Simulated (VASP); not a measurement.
GaAs:

```
As Ga
1.0
     0.00000    2.82685    2.82685
     2.82685    0.00000    2.82685
     2.82685    2.82685    0.00000
As Ga
1 1
Direct
  0.75000 0.75000 0.75000
  0.00000 0.00000 0.00000
```

Base run:

| Item | Value |
| --- | --- |
| Program | VASP 6.6.1 |
| Functional | PBEsol |
| Potentials or basis | VASP PAW PBE potentials, release 64 (As, Ga_d) |
| Cutoff | 520 eV |
| k mesh | 8 × 8 × 8 |
| Occupations | fermi-dirac, width 0.05 eV |
| Spin | no spin polarisation |

Its results: band gap on the k mesh 0.46 eV, direct.

Question: The run is repeated on the same cell with these changes: functional from PBEsol to PW91; further incar settings from ALGO = Fast; EDIFF = 1e-06 to ALGO = Normal; EDIFF = 1e-07. What comes out?

Answer: Band gap on the k mesh 0.51 eV, direct.
